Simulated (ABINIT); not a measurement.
Pd:

```
CELL_PARAMETERS angstrom
0.00000 1.94650 1.94650
1.94650 0.00000 1.94650
1.94650 1.94650 0.00000
ATOMIC_POSITIONS crystal
Pd 0.00000 0.00000 0.00000
```

Base run:

* Program: ABINIT 10.8.3 (patched build)
* Functional: rSCAN
* Potentials or basis: JTH PAW PBE v2.0
* Cutoff: 762 eV
* k mesh: 12 × 12 × 12
* Occupations: fermi-dirac, width 0.05 eV
* Spin: no spin polarisation

Its results: band gap on the k mesh none (metal or under the smearing width); pressure 2.6 GPa.

After a change of settings the same cell gave: band gap on the k mesh none (metal or under the smearing width); pressure -0.2 GPa. Which change was it?
A. functional from rSCAN to SCAN
B. functional from rSCAN to WC; potentials or basis from JTH PAW PBE v2.0 to PseudoDojo NC SR PBEsol v0.4.1 standard; cutoff from 762 eV to 1116 eV
C. functional from rSCAN to AM05; potentials or basis from JTH PAW PBE v2.0 to PseudoDojo NC SR PBEsol v0.4.1 standard; cutoff from 762 eV to 1116 eV
D. functional from rSCAN to WC; cutoff from 762 eV to 626 eV; fine-grid cutoff from 1360.57 eV to 1224.51 eV

A.

Caveats: the PAW data sets were made with another functional, which shifts forces and pressure a little.

Runs at the PBE level aren't shown here.
